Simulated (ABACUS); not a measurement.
PbSe under changes of volume

One of the cells (29.413 Å³/atom); the others are scaled copies at fixed shape and fractional positions:

```xyz
4
Lattice="2.1549 -6.1339 0.0000 2.1549 6.1339 0.0000 0.0000 0.0000 4.4505" Properties=species:S:1:pos:R:3 pbc="T T T"
Pb    2.1549    1.6164    1.1126
Pb    2.1549   -1.6164    3.3379
Se    2.1549    4.4323    1.1126
Se    2.1549   -4.4323    3.3379
```

Measurements of this composition are mostly on another form, of space group No. 225.

```yaml
Program: ABACUS 3.10.1
Functional: PBEsol
Potentials_or_basis: PseudoDojo NC SR 0.4.1 PBEsol standard
Cutoff: 1184 eV
Density_cutoff: 4735 eV
Basis: plane waves
k_mesh: 7 × 7 × 6
Occupations: fermi-dirac, width 0.05 eV
Spin: no spin polarisation
```

```csv
volume (Å³/atom),energy over the lowest point (meV/atom),pressure (GPa),gap on the mesh (eV),largest force (eV/Å)
27.648,3.27,1.5,0.85,0.353
28.237,0.00,0.3,0.89,0.234
28.825,0.81,-0.7,0.92,0.147
29.413,?,?,?,?
30.001,12.99,-2.5,0.95,0.095
30.590,23.61,-3.3,0.96,0.188
31.178,36.83,-3.9,0.97,0.275
```

Question: What does the run at 29.413 Å³/atom give?

Answer: Energy over the lowest point 5.27 meV/atom; pressure -1.7 GPa; gap on the mesh 0.93 eV; largest force 0.067 eV/Å.

Worked out: A Birch-Murnaghan fit of order 3 (a polynomial in V^(-2/3)) to the other rows has its minimum at 28.41 Å³/atom with B0 = V·E''(V) = 52 GPa and B' = 4.5 at fixed shape and positions, which overstates the stiffness. It gives 5.27 meV/atom at 29.413 Å³/atom, against the run's 5.27, and -dE/dV = -1.7 GPa, against -1.7. A parabola through the other rows of the gap, of slope 0.925 eV per unit of ln V there, gives 0.94 eV, against the run's 0.93.

Energies are extrapolated to zero smearing.

Caveats: spin-orbit coupling is left out, which as a rule narrows the gap of such compounds by several tenths of an eV; an odd mesh through Γ misses points on the zone boundary, where band edges often lie.
